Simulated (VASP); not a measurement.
# SrO (Fm-3m) in VASP: a series of runs

One crystal, SrO, is run at these levels: LDA; tasks: relaxation of cell and atoms, relaxation of the atoms.

All numbers are computed with VASP 6.6.1; they aren't measurements. Logs are shortened: lines on timing, memory, paths and dates and some standing lists are left out, and cuts for length are marked.

## (1) Starting point

The structure is cubic, space group Fm-3m (No. 225). The conventional cell has a = 5.133 Å, b = 5.133 Å, c = 5.133 Å, α = 90.00°, β = 90.00°, γ = 90.00°. Sr (site symmetry m-3m) is surrounded by 6 O at 2.57 Å. O (site symmetry m-3m) is surrounded by 6 Sr at 2.57 Å.

## (2) Relaxation of cell and atoms, LDA

File INCAR:

```
SYSTEM = SrO
  PREC = Accurate
  ENCUT = 600
  EDIFF = 1E-6
  ISMEAR = 0
  SIGMA = 0.03
  LREAL = .False.
  LASPH = .True.
  NELM = 80
  ALGO = Normal
  ISIF = 3
  LWAVE = .False.
  LCHARG = .False.
  IBRION = 2
  NSW = 90
  EDIFFG = -0.01
```

File KPOINTS:

```
Automatic mesh
0
Gamma
  10 10 10
  0 0 0
```

File POSCAR:

```
SrO
1.0
    0.0000000000      2.5663000000      2.5663000000
    2.5663000000      0.0000000000      2.5663000000
    2.5663000000      2.5663000000      0.0000000000
Sr O
1 1
Direct
    0.5000000000      0.5000000000      0.5000000000
    0.0000000000      0.0000000000      0.0000000000
```

Potentials or basis: VASP PAW LDA potentials, release 64 (Sr_sv, O).

Started as:

```sh
cat potpaw_LDA.64/Sr_sv/POTCAR potpaw_LDA.64/O/POTCAR > POTCAR
mpirun -np 1 vasp_std > vasp.out
```

OUTCAR:

```text
SYSTEM = SrO
   PREC = Accurate
   ENCUT = 600
   EDIFF = 1E-6
   ISMEAR = 0
   LREAL = .False.
   LASPH = .True.
   NELM = 80
   ISIF = 3
   IBRION = 2
   NSW = 90
   EDIFFG = -0.01

 ion  position               nearest neighbor table
   1  0.500  0.500  0.500-   2 2.57   2 2.57   2 2.57   2 2.57   2 2.57   2 2.57
   2  0.000  0.000  0.000-   1 2.57   1 2.57   1 2.57   1 2.57   1 2.57   1 2.57

  LATTYP: Found a face centered cubic cell.
 ALAT       =     5.1326000000

  Lattice vectors:

 A1 = (   0.0000000000,   2.5663000000,   2.5663000000)
 A2 = (   2.5663000000,   0.0000000000,   2.5663000000)
 A3 = (   2.5663000000,   2.5663000000,   0.0000000000)

Analysis of symmetry for initial positions (statically):
=====================================================================
 Subroutine PRICEL returns:
 Original cell was already a primitive cell.

 Routine SETGRP: Setting up the symmetry group for a
 face centered cubic supercell.

 Subroutine GETGRP returns: Found 48 space group operations
 (whereof 48 operations were pure point group operations)
 out of a pool of 48 trial point group operations.

The static configuration has the point symmetry O_h .

Analysis of symmetry for dynamics (positions and initial velocities):
=====================================================================
 Subroutine PRICEL returns:
 Original cell was already a primitive cell.

 Routine SETGRP: Setting up the symmetry group for a
 face centered cubic supercell.

 Subroutine GETGRP returns: Found 48 space group operations
 (whereof 48 operations were pure point group operations)
 out of a pool of 48 trial point group operations.

The dynamic configuration has the point symmetry O_h .

 Subroutine INISYM returns: Found 48 space group operations
 (whereof 48 operations are pure point group operations),
 and found     1 'primitive' translations

----------------------------------------------------------------------------------------

                                     Primitive cell

  volume of cell :      33.8028

  direct lattice vectors                    reciprocal lattice vectors
     0.000000000  2.566300000  2.566300000    -0.194833028  0.194833028  0.194833028
     2.566300000  0.000000000  2.566300000     0.194833028 -0.194833028  0.194833028
     2.566300000  2.566300000  0.000000000     0.194833028  0.194833028 -0.194833028

  length of vectors
     3.629296265  3.629296265  3.629296265     0.337460704  0.337460704  0.337460704

  position of ions in fractional coordinates (direct lattice)
     0.500000000  0.500000000  0.500000000
     0.000000000  0.000000000  0.000000000

  ion indices of the primitive-cell ions
   primitive index   ion index
                 1           1
                 2           2

----------------------------------------------------------------------------------------

 KPOINTS: Automatic mesh

Automatic generation of k-mesh.
 Grid dimensions read from file:
 generate k-points for:   10   10   10

 Generating k-lattice:

  Cartesian coordinates                     Fractional coordinates (reciprocal lattice)
    -0.019483303  0.019483303  0.019483303     0.100000000  0.000000000  0.000000000
     0.019483303 -0.019483303  0.019483303     0.000000000  0.100000000  0.000000000
     0.019483303  0.019483303 -0.019483303     0.000000000  0.000000000  0.100000000

  Length of vectors
     0.033746070  0.033746070  0.033746070

  Shift w.r.t. Gamma in fractional coordinates (k-lattice)
     0.000000000  0.000000000  0.000000000

 Subroutine IBZKPT returns following result:
 ===========================================

 Found     47 irreducible k-points:

 Following reciprocal coordinates:
            Coordinates               Weight
  0.000000  0.000000  0.000000      1.000000
  0.100000  0.000000  0.000000      8.000000
  0.200000  0.000000  0.000000      8.000000
  0.300000  0.000000  0.000000      8.000000
  0.400000  0.000000  0.000000      8.000000
  0.500000  0.000000  0.000000      4.000000
[... 16 lines left out ...]
  0.300000  0.300000  0.000000      6.000000
  0.400000  0.300000  0.000000     24.000000
 [... further k-points ...]
   k-points           NKPTS =     47   k-points in BZ     NKDIM =     47   number of bands    NBANDS=     12
   number of dos      NEDOS =    301   number of ions     NIONS =      2
   total plane-waves  NPLWV =  27000
   dimension x,y,z NGX =    30 NGY =   30 NGZ =   30
   dimension x,y,z NGXF=    60 NGYF=   60 NGZF=   60
   ions per type =               1   1
   NGX,Y,Z   is equivalent  to a cutoff of  13.74, 13.74, 13.74 a.u.
   NGXF,Y,Z  is equivalent  to a cutoff of  27.48, 27.48, 27.48 a.u.
 SYSTEM =  SrO
   PREC   = accura    normal or accurate (medium, high low for compatibility)
   ISTART =      0    job   : 0-new  1-cont  2-samecut
   ICHARG =      2    charge: 1-file 2-atom 10-const
   ISPIN  =      1    spin polarized calculation?
   LNONCOLLINEAR =      F non collinear calculations
   LSORBIT =      F    spin-orbit coupling
   LASPH  =      T    aspherical Exc in radial PAW
   ENCUT  =  600.0 eV  44.10 Ry    6.64 a.u.   7.25  7.25  7.25*2*pi/ulx,y,z
   NELM   =     80;   NELMIN=  2; NELMDL= -5     # of ELM steps
   EDIFF  = 0.1E-05   stopping-criterion for ELM
   LREAL  =      F    real-space projection
   EDIFFG = -.1E-01   stopping-criterion for IOM
   NSW    =     90    number of steps for IOM
   IBRION =      2    ionic relax: 0-MD 1-quasi-New 2-CG
   NFREE  =      1    steps in history (QN), initial steepest desc. (CG)
   ISIF   =      3    stress and relaxation
   ISYM   =      2    0-nonsym 1-usesym 2-fastsym
   POTIM  = 0.5000    time-step for ionic-motion
   TEBEG  =    0.0;   TEEND  =   0.0 temperature during run
   PSTRESS=    0.0 pullay stress
   NELECT =      16.0000    total number of electrons
   NUPDOWN=      -1.0000    fix difference up-down
   EMIN   =  10.00;   EMAX   =-10.00  energy-range for DOS
   EFERMI =   0.00;   METHOD = LEGACY
   ISMEAR =     0;   SIGMA  =   0.03  broadening in eV -4-tet -1-fermi 0-gaus
   EFERMI_NEDOS =   21; number of points for ismear=-14 and -15
   IALGO  =     38    algorithm
   IMIX   =      4    mixing-type and parameters
     AMIX     =   0.40;   BMIX     =  1.00
     AMIX_MAG =   1.60;   BMIX_MAG =  1.00
  volume/ion in A,a.u.               =      16.90       114.06
  Fermi-wavevector in a.u.,A,eV,Ry     =   1.275843  2.410995 22.147245  1.627777
  Thomas-Fermi vector in A             =   2.408533
   LORBIT       =      0    0 simple, 1 ext, 2 COOP (PROOUT), +10 PAW based schemes
   GGA     = CA    functional components
   LHFCALC =     F    Hartree Fock is set to
   AEXX    =    0.0000 exact exchange contribution
   IVDW    =     0    specifies the selected vdW correction
   LEPSILON=     F    determine dielectric tensor
   LRPA    =     F    only Hartree local field effects (RPA)
 conjugate gradient relaxation of ions
 non-spin polarized calculation
 Gauss-broadening in eV      SIGMA  =   0.03
  energy-cutoff  :      600.00
  volume of cell :       33.80
 maximum number of plane-waves:      1158
 NGX is ok and might be reduce to    30
   NGX = 15   NGY = 15   NGZ = 15

--------------------------------------- Ionic step        1  -------------------------------------------

 number of electron      15.9999997 magnetization

 Free energy of the ion-electron system (eV)
  ---------------------------------------------------
  ext. energy  EPLUGINS =         0.00000000
  ---------------------------------------------------
  free energy    TOTEN  =       -13.37949933 eV

  energy without entropy =      -13.37949933  energy(sigma->0) =      -13.37949933

------------------------ aborting loop because EDIFF is reached ----------------------------------------

  FORCE on cell =-STRESS in cart. coord.  units (eV):
  Direction    XX          YY          ZZ          XY          YZ          ZX
  --------------------------------------------------------------------------------------
  -------------------------------------------------------------------------------------
  Total       -0.6768556     -0.6768556     -0.6768556      0.0000000     -0.0000000      0.0000000
  in kB      -32.0814755    -32.0814755    -32.0814755      0.0000000     -0.0000000      0.0000000
  external PRESSURE =     -32.0814755 kB  Pullay stress =       0.0000000 kB

 VOLUME and BASIS-vectors are now :
 -----------------------------------------------------------------------------
  energy-cutoff  :      600.00
  volume of cell :       33.80
      direct lattice vectors                 reciprocal lattice vectors
     0.000000000  2.566300000  2.566300000    -0.194833028  0.194833028  0.194833028
     2.566300000  0.000000000  2.566300000     0.194833028 -0.194833028  0.194833028
     2.566300000  2.566300000  0.000000000     0.194833028  0.194833028 -0.194833028
[... 37 lines left out ...]
 POSITION                                       TOTAL-FORCE (eV/Angst)
 -----------------------------------------------------------------------------------
      2.52440      2.52440      2.52440         0.000000     -0.000000      0.000000
      0.00000      2.52440      2.52440        -0.000000      0.000000     -0.000000
 -----------------------------------------------------------------------------------
    total drift:                                0.000000      0.000000      0.000000

  FREE ENERGIE OF THE ION-ELECTRON SYSTEM (eV)
  ---------------------------------------------------
  free  energy   TOTEN  =       -13.3883664849 eV

  energy  without entropy=      -13.3883664849  energy(sigma->0) =      -13.38836648

--------------------------------------- Ionic step        3  -------------------------------------------

 number of electron      15.9999998 magnetization

 Free energy of the ion-electron system (eV)
  ---------------------------------------------------
  ext. energy  EPLUGINS =         0.00000000
  ---------------------------------------------------
  free energy    TOTEN  =       -13.39108204 eV

  energy without entropy =      -13.39108204  energy(sigma->0) =      -13.39108204

 E-fermi :   1.7300     XC(G=0): -10.7120

 val. band max:        1.5359176402   @ k =   0.0000   0.0000   0.0000
 cond. band min:       4.6038838372   @ k =   0.5000   0.5000   0.0000
 fundamental gap:      3.0679661970
 Fermi energy:         1.7299989913

 k-point     1 :       0.0000    0.0000    0.0000
  band No.  band energies     occupation
      1     -30.4201      2.00000
      2     -13.2734      2.00000
      3     -12.1011      2.00000
      4     -12.1011      2.00000
      5     -12.1011      2.00000
      6       1.5359      2.00000
      7       1.5359      2.00000
      8       1.5359      2.00000
      9       5.6205      0.00000
     10       7.7219      0.00000
     11       7.7219      0.00000
     12       7.7219      0.00000

 k-point     2 :       0.1000    0.0000    0.0000
  band No.  band energies     occupation
      1     -30.4040      2.00000
      2     -13.5617      2.00000
      3     -12.1102      2.00000
      4     -12.1102      2.00000
      5     -11.8503      2.00000
      6       1.2085      2.00000
      7       1.3925      2.00000
      8       1.3925      2.00000
      9       6.1027      0.00000
     10       7.6033      0.00000
     11       7.9314      0.00000
     12       7.9314      0.00000
[... 316 lines left out ...]
 k-point    24 :       0.4000    0.3000    0.0000
  band No.  band energies     occupation
      1     -30.2407      2.00000
      2     -14.1315      2.00000
      3     -12.5158      2.00000
      4     -12.4306      2.00000
      5     -11.8777      2.00000
      6       0.4622      2.00000
      7       1.2307      2.00000
      8       1.3124      2.00000
      9       5.3210      0.00000
     10       8.8976      0.00000
     11      11.2757      0.00000
     12      11.4564      0.00000

 [... further k-points ...]
[... 5 lines left out ...]
  --------------------------------------------------------------------------------------
  -------------------------------------------------------------------------------------
  Total        0.0041611      0.0041611      0.0041611     -0.0000000      0.0000000      0.0000000
  in kB        0.2039600      0.2039600      0.2039600     -0.0000000      0.0000000      0.0000000
  external PRESSURE =       0.2039600 kB  Pullay stress =       0.0000000 kB

 VOLUME and BASIS-vectors are now :
 -----------------------------------------------------------------------------
  energy-cutoff  :      600.00
  volume of cell :       32.69
      direct lattice vectors                 reciprocal lattice vectors
     0.000000000  2.537741318  2.537741318    -0.197025598  0.197025598  0.197025598
     2.537741318 -0.000000000  2.537741318     0.197025598 -0.197025598  0.197025598
     2.537741318  2.537741318  0.000000000     0.197025598  0.197025598 -0.197025598

 POSITION                                       TOTAL-FORCE (eV/Angst)
 -----------------------------------------------------------------------------------
      2.53774      2.53774      2.53774         0.000000     -0.000000      0.000000
      0.00000      0.00000      0.00000        -0.000000      0.000000     -0.000000
 -----------------------------------------------------------------------------------
    total drift:                               -0.000000      0.000000      0.000000

  FREE ENERGIE OF THE ION-ELECTRON SYSTEM (eV)
  ---------------------------------------------------
  free  energy   TOTEN  =       -13.3910820437 eV

  energy  without entropy=      -13.3910820437  energy(sigma->0) =      -13.39108204

 reached required accuracy - stopping structural energy minimisation
```

It took 25 s on 1 thread of Intel Xeon 6975P-C (Granite Rapids), shared host; peak memory 0.16 GiB.

Results:

* Free energy: -13.3911 eV
* Relaxed volume: 16.34 Å³/atom
* Relaxed cell: a = 3.589 Å, b = 3.589 Å, c = 3.589 Å, α = 60.00°, β = 60.00°, γ = 60.00°
* Space group after relaxing (to 0.05 Å): Fm-3m (No. 225)
* Energy gained by relaxing: 5.8 meV/atom
* Ionic steps: 3
* Pressure after relaxing: 0.0 GPa
* Band gap on the k mesh: 3.07 eV, indirect (least direct gap 3.12 eV)

Step by step:
| step | energy change (eV) | largest force (eV/Å) | pressure (GPa) | volume (Å³) |
| --- | --- | --- | --- | --- |
| 1 | 0.0000 | 0.0000 | -3.21 | 33.80 |
| 2 | -0.0089 | 0.0000 | 1.72 | 32.17 |
| 3 | -0.0116 | 0.0000 | 0.02 | 32.69 |

Final structure:
```
Sr O
1.0
     0.00000    2.53774    2.53774
     2.53774    0.00000    2.53774
     2.53774    2.53774    0.00000
Sr O
1 1
Direct
  0.50000 0.50000 0.50000
  0.00000 0.00000 0.00000
```

Levels at points of the mesh, in eV from the valence-band top:
```csv
k point,band 6,band 7,band 8,band 9,band 10,band 11
"(0.00, 0.00, 0.00)",0.00,0.00,0.00,4.08,6.19,6.19
"(0.50, 0.00, 0.00)",-2.32,-1.24,-1.24,6.61,8.58,9.03
"(0.50, 0.50, 0.00)",-0.35,-0.05,-0.05,3.07,8.06,10.45
```

A k mesh can miss the band edges. LDA gaps usually lie below the measured ones, often by a third to a half.

## (3) Relaxation of cell and atoms, LDA

This run uses another cell than the first one, of 16.34 Å³/atom, 0.967 times its volume.

Edit INCAR of step 2 so:

```diff
@@ -3,3 +3,3 @@
   ENCUT = 600
-  EDIFF = 1E-6
+  EDIFF = 1E-7
   ISMEAR = 0
@@ -15,2 +15,2 @@
   NSW = 90
-  EDIFFG = -0.01
+  EDIFFG = -0.005
```

KPOINTS is that of step 2.

File POSCAR:

```
SrO                                     
1.0
    0.0000000000      2.5377413177      2.5377413177
    2.5377413177     -0.0000000000      2.5377413177
    2.5377413177      2.5377413177      0.0000000000
  Sr              O             
     1     1
Direct
     0.5000000000000000    0.5000000000000000    0.5000000000000000
     0.0000000000000000    0.0000000000000000    0.0000000000000000
```

Potentials or basis: VASP PAW LDA potentials, release 64 (Sr_sv, O).

Started as:

```sh
cat potpaw_LDA.64/Sr_sv/POTCAR potpaw_LDA.64/O/POTCAR > POTCAR
mpirun -np 1 vasp_std > vasp.out
```

Wall time 13 s (1 thread of Intel Xeon 6975P-C (Granite Rapids), shared host); peak memory 0.16 GiB.

It converged, with:

```
Free energy             : -13.3896 eV
Pressure after relaxing : 0.0 GPa
Band gap on the k mesh  : 3.07 eV, indirect (least direct gap 3.12 eV)
```

Final structure:
```xyz
2
Lattice="0.0000 2.5377 2.5377 2.5377 0.0000 2.5377 2.5377 2.5377 0.0000" Properties=species:S:1:pos:R:3 pbc="T T T"
Sr    2.5377    2.5377    2.5377
O     0.0000    0.0000    0.0000
```

Levels at points of the mesh, in eV from the valence-band top:
| k point | band 4 | band 5 | band 6 | band 7 | band 8 | band 9 | band 10 | band 11 | band 12 |
| --- | --- | --- | --- | --- | --- | --- | --- | --- | --- |
| (0.00, 0.00, 0.00) | -13.64 | -13.64 | 0.00 | 0.00 | 0.00 | 4.08 | 6.19 | 6.19 | 6.19 |
| (0.50, 0.00, 0.00) | -13.73 | -12.32 | -2.32 | -1.24 | -1.24 | 6.61 | 8.58 | 9.03 | 9.03 |
| (0.50, 0.50, 0.00) | -14.07 | -14.07 | -0.35 | -0.05 | -0.05 | 3.07 | 8.06 | 10.45 | 10.52 |

Caveat: the relaxation stopped at its first step, so nothing moved.

## (4) Relaxation of the atoms, LDA (a relaxed cell with its volume scaled by 0.94)

Edit INCAR of step 3 so:

```diff
@@ -10,3 +10,3 @@
   ALGO = Normal
-  ISIF = 3
+  ISIF = 2
   LWAVE = .False.
@@ -14,3 +14,3 @@
   IBRION = 2
-  NSW = 90
-  EDIFFG = -0.005
+  NSW = 40
+  EDIFFG = -0.01
```

KPOINTS is that of step 3.

File POSCAR:

```
SrO                                     
1.0
    0.0000000000      2.4859361423      2.4859361423
    2.4859361423      0.0000000000      2.4859361423
    2.4859361423      2.4859361423      0.0000000000
  Sr              O             
     1     1
Direct
     0.5000000000000000    0.5000000000000000    0.5000000000000000
     0.0000000000000000    0.0000000000000000    0.0000000000000000
```

Started as:

```sh
cat potpaw_LDA.64/Sr_sv/POTCAR potpaw_LDA.64/O/POTCAR > POTCAR
mpirun -np 1 vasp_std > vasp.out
```

Run time: 8.3 s. Hardware: 1 thread of Intel Xeon 6975P-C (Granite Rapids), shared host; peak memory 0.15 GiB.

Results (log left out):

```yaml
Free_energy: -13.3434 eV
Pressure_after_relaxing: 7.5 GPa
Band_gap_on_the_k_mesh: 3.00 eV, direct
```

Final structure:
```
CELL_PARAMETERS angstrom
0.00000 2.48594 2.48594
2.48594 0.00000 2.48594
2.48594 2.48594 0.00000
ATOMIC_POSITIONS crystal
Sr 0.50000 0.50000 0.50000
O 0.00000 0.00000 0.00000
```

Levels at points of the mesh, in eV from the valence-band top:
| k point | band 5 | band 6 | band 7 | band 8 | band 9 | band 10 | band 11 | band 12 |
| --- | --- | --- | --- | --- | --- | --- | --- | --- |
| (0.00, 0.00, 0.00) | -13.37 | 0.00 | 0.00 | 0.00 | 4.56 | 6.30 | 6.30 | 6.30 |
| (0.50, 0.00, 0.00) | -12.01 | -2.45 | -1.38 | -1.38 | 6.88 | 9.09 | 9.39 | 9.39 |
| (0.50, 0.50, 0.00) | -13.90 | -0.21 | 0.00 | 0.00 | 3.00 | 8.57 | 10.86 | 11.09 |

Caveat: the relaxation stopped at its first step, so nothing moved. A k mesh can miss the band edges.

(Continued in part 2 of 2.)
